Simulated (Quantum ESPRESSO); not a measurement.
# TiSe under changes of volume

One of the cells (17.058 Å³/atom); the others are scaled copies at fixed shape and fractional positions:

```xyz
4
Lattice="3.5590 0.0000 0.0000 -1.7795 3.0822 0.0000 0.0000 0.0000 6.2200" Properties=species:S:1:pos:R:3 pbc="T T T"
Se    1.7795    1.0274    4.6650
Se    0.0000    2.0548    1.5550
Ti    0.0000    0.0000    3.1100
Ti    0.0000    0.0000    0.0000
```

| Item | Value |
| --- | --- |
| Program | Quantum ESPRESSO 7.5 |
| Functional | r2SCAN |
| Potentials or basis | SG15 PBE 1.2 |
| Cutoff | 952 eV |
| Density cutoff | 3810 eV |
| k mesh | 6 × 6 × 4 |
| Occupations | fermi-dirac, width 0.05 eV |
| Spin | no spin polarisation |

| volume (Å³/atom) | energy over the lowest point (meV/atom) | pressure (GPa) |
| --- | --- | --- |
| 16.034 | 57.07 | 13.1 |
| 16.375 | 33.03 | 9.7 |
| 16.716 | 15.96 | 6.6 |
| 17.058 | ? | ? |
| 17.399 | 0.04 | 1.2 |
| 17.740 | 0.00 | -1.0 |
| 18.081 | 4.55 | -3.1 |

Q: What does the run at 17.058 Å³/atom give?

A: Energy over the lowest point 5.17 meV/atom; pressure 3.8 GPa.

Worked out: A Birch-Murnaghan fit of order 3 (a polynomial in V^(-2/3)) to the other rows has its minimum at 17.57 Å³/atom with B0 = V·E''(V) = 117 GPa and B' = 4.4 at fixed shape and positions, which overstates the stiffness. It gives 5.16 meV/atom at 17.058 Å³/atom, against the run's 5.17, and -dE/dV = 3.7 GPa, against 3.8.

Energies are extrapolated to zero smearing.

Caveats: the potentials were made for another functional, which shifts forces and pressure.
